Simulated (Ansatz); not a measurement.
**Equation of state of gallium, fcc**

These are results of DFT, r2SCAN, plane waves (500 eV) with PAW, scalar-relativistic (Ansatz), not measurements. (PAW data from PBE, frozen cores regenerated.)

The cell is scaled uniformly from the relaxed one, with fractional coordinates and shape fixed. Energies are extrapolated to zero smearing, pressures are those at the given smearing. Magnetic state: spin not included.

```json
{"V (Å³/atom)": "15.771", "E − E₀ (meV/atom)": "55.5", "P (GPa)": "9.90"}
{"V (Å³/atom)": "16.488", "E − E₀ (meV/atom)": "21.0", "P (GPa)": "5.64"}
{"V (Å³/atom)": "17.205", "E − E₀ (meV/atom)": "3.8", "P (GPa)": "2.27"}
{"V (Å³/atom)": "17.922", "E − E₀ (meV/atom)": "0.2", "P (GPa)": "-0.39"}
{"V (Å³/atom)": "18.639", "E − E₀ (meV/atom)": "7.3", "P (GPa)": "-2.47"}
{"V (Å³/atom)": "19.356", "E − E₀ (meV/atom)": "22.7", "P (GPa)": "-4.07"}
{"V (Å³/atom)": "20.073", "E − E₀ (meV/atom)": "44.4", "P (GPa)": "-5.30"}
```

Problem. Fit a third-order Birch-Murnaghan equation.

Solution. V₀ = 17.78 Å³/atom, B₀ = 62 GPa, B₀′ = 5.1.
